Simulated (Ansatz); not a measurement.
## SiC: computed properties

The calculation used Ansatz, DFT r2SCAN, scalar-relativistic, plane waves, PAW.

Settings: cutoff 500 eV, Γ-centred mesh 12×12×6 on the computed 4-atom cell, Gaussian smearing of 0.02 eV; no spin polarisation.

The structure is relaxed at this level of theory with its symmetry kept.

```cif
data_structure
_symmetry_space_group_name_H-M 'P6_3mc'
_symmetry_Int_Tables_number 186
_cell_length_a 3.0752
_cell_length_b 3.0752
_cell_length_c 5.0482
_cell_angle_alpha 90.000
_cell_angle_beta 90.000
_cell_angle_gamma 120.000
_cell_volume 41.34
loop_
_atom_site_label
_atom_site_type_symbol
_atom_site_symmetry_multiplicity
_atom_site_Wyckoff_symbol
_atom_site_fract_x
_atom_site_fract_y
_atom_site_fract_z
_atom_site_occupancy
Si1 Si 2 b 0.33333 0.66667 0.00460 1
C1 C 2 b 0.33333 0.66667 0.38040 1
```

| Quantity | Value |
| --- | --- |
| Space group | P6_3mc (No. 186) |
| Volume per atom | 10.34 Å³ |
| Formation energy from the elements' standard states (uncorrected) | -0.296 eV/atom |
| Generalised Kohn–Sham band gap | 2.65 eV, indirect from Γ to K |
| Löwdin character of the top 1 eV of the valence band | C 2p 84 %, Si 3p 12 % |
| Löwdin character of the lowest 1 eV of the conduction band | Si 3p 46 %, C 2p 13 %, C 2s 12 %, Si 3s 8 %, unprojected 21 % |
| Electron masses at the edge by Cartesian direction of the standard setting (m_e; degenerate bands sorted by energy; no spin-orbit coupling) | x: 0.43; y: 0.43; z: 0.26 |
| Hole masses at the edge by Cartesian direction of the standard setting (m_e; degenerate bands sorted by energy; no spin-orbit coupling) | x: 2.3, 0.31; y: 2.3, 0.31; z: 1.5, 1.5 |
| Bulk modulus | 228 GPa |
| Its pressure derivative | 3.9 |
| Electronic dielectric constant xx, yy, zz of the standard setting (independent particles) | 6.5, 6.5, 6.8 |
| Bader charges (e) | Si (2 in the cell) 2.88, C (2 in the cell) -2.88 |